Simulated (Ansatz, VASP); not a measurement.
# Bi2Te3 in VASP and in Ansatz

The input INCAR:

```
SYSTEM = Bi2Te3
PREC = Accurate
ENCUT = 520
EDIFF = 1E-7
ISMEAR = 0
SIGMA = 0.1
LREAL = .FALSE.
LASPH = .TRUE.
NELM = 100
ALGO = Fast
ISIF = 2
LWAVE = .FALSE.
LCHARG = .TRUE.
LELF = .TRUE.
LVHAR = .TRUE.
NBANDS = 32
```

KPOINTS

```
Automatic mesh
0
G
  6 6 6
  0 0 0
```

POSCAR

```
Bi2Te3
1.0
    2.2085012539      1.2750787934      9.9466700000
   -2.2085012539      1.2750787934      9.9466700000
    0.0000000000     -2.5501575869      9.9466700000
Bi Te
2 3
Direct
    0.8120000000      0.8120000000      0.8120000000
    0.4020000000      0.4020000000      0.4020000000
    0.6110000000      0.6110000000      0.6110000000
    0.2000000000      0.2000000000      0.2000000000
    0.0000000000      0.0000000000      0.0000000000
```

Input for Ansatz:

```yaml
crystal:
  lattice:
    - [2.2085012539, 1.2750787934, 9.94667]
    - [-2.2085012539, 1.2750787934, 9.94667]
    - [0.0, -2.5501575869, 9.94667]
  atoms:
    - { symbol: Bi, position: [0.812, 0.812, 0.812] }
    - { symbol: Bi, position: [0.402, 0.402, 0.402] }
    - { symbol: Te, position: [0.611, 0.611, 0.611] }
    - { symbol: Te, position: [0.2, 0.2, 0.2] }
    - { symbol: Te, position: [0.0, 0.0, 0.0] }
basis:
  ecutwfc: 420
kpoints:
  mp_grid: { grid: [6, 6, 6] }
hamiltonian:
  xc: lda
scf:
  occupations: { method: gaussian, width: 0.1 }
output:
  forces: true
  stress: true
  eigenvalues: true
```

Measurements of this composition are mostly on another form, of space group No. 166.

Alike in both runs: task single point; functional LDA; k mesh 6 × 6 × 6; occupations gaussian, width 0.1 eV; no spin polarisation.

|  | VASP | Ansatz |
| --- | --- | --- |
| version | VASP 6.6.1 | Ansatz 0.2.0 |
| potentials or method | VASP PAW LDA potentials, release 64 (Bi_d, Te) | scalar-relativistic, plane waves, PAW |
| plane-wave cutoff (eV) | 520 | 420 |
| valence electrons in the cell | 48 | 78 |

Ansatz gave:

| Property | Result |
| --- | --- |
| gap on the k mesh at the Fermi level (eV) | none |
| pressure (GPa) | -1.9 |
| largest component of the traceless stress (GPa) | 0.78 |
| rms of the force components (eV/Å) | 0.451 |

Question: What did VASP give for the same quantities?

Answer: gap on the k mesh at the Fermi level (eV): none; pressure (GPa): -1.8; largest component of the traceless stress (GPa): 0.78; rms of the force components (eV/Å): 0.461.

Atom by atom the forces differ by 0.012 eV/Å (rms over components). A gap of «none» marks a metal or a gap that the smearing closes. The two sets of potentials don't hold the same shells in valence.

Caveats: spin-orbit coupling is left out, which moves the levels of the heavy elements; forces of over 1 eV/Å show positions far from the minimum, so gaps and moduli don't describe the material at rest.
